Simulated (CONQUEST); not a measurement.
# Bi under changes of volume

One of the cells (35.070 Å³/atom); the others are scaled copies at fixed shape and fractional positions:

```
CELL_PARAMETERS angstrom
4.53500 0.00000 0.00000
0.00000 7.85485 0.00000
0.00000 0.00000 11.81400
ATOMIC_POSITIONS crystal
Bi 0.00000 0.00000 0.23400
Bi 0.00000 0.33333 0.90067
Bi 0.00000 0.66667 0.56733
Bi 0.50000 0.16667 0.56733
Bi 0.50000 0.50000 0.23400
Bi 0.50000 0.83333 0.90067
Bi 0.00000 0.00000 0.76600
Bi 0.00000 0.33333 0.43267
Bi 0.00000 0.66667 0.09933
Bi 0.50000 0.16667 0.09933
Bi 0.50000 0.50000 0.76600
Bi 0.50000 0.83333 0.43267
```

| Quantity | Value |
| --- | --- |
| Program | CONQUEST 1.3 |
| Functional | PBE |
| Potentials or basis | PseudoDojo NC PBE, DZP, grid of 48 × 80 × 120 points |
| k mesh | 6 × 4 × 3 |
| Occupations | fermi-dirac, width 0.05 eV |
| Spin | no spin polarisation |

```tsv
volume (Å³/atom)	energy over the lowest point (meV/atom)	pressure (GPa)	gap on the mesh (eV)	largest force (eV/Å)
32.965	73.16	6.5	0.15	0.674
33.667	47.81	5.1	0.16	0.545
34.368	28.54	3.7	0.17	0.433
35.070	14.86	2.6	0.17	0.328
35.771	?	?	?	?
36.472	0.87	0.6	0.18	0.148
37.174	0.00	-0.2	0.17	0.040
```

**Question.** What does the run at 35.771 Å³/atom give?

**Answer.** Energy over the lowest point 5.75 meV/atom; pressure 1.6 GPa; gap on the mesh 0.18 eV; largest force 0.231 eV/Å.

Worked out: A Birch-Murnaghan fit of order 3 (a polynomial in V^(-2/3)) to the other rows has its minimum at 37.01 Å³/atom with B0 = V·E''(V) = 42 GPa and B' = 5.2 at fixed shape and positions, which overstates the stiffness. It gives 5.72 meV/atom at 35.771 Å³/atom, against the run's 5.75, and -dE/dV = 1.6 GPa, against 1.6. A parabola through the other rows of the gap, of slope 0.046 eV per unit of ln V there, gives 0.18 eV, against the run's 0.18.

Energies are extrapolated to zero smearing.

Caveats: spin-orbit coupling is left out, which as a rule narrows the gap of such compounds by several tenths of an eV; an odd mesh through Γ misses points on the zone boundary, where band edges often lie; the basis of atomic orbitals isn't converged, which shifts pressures, moduli and gaps.
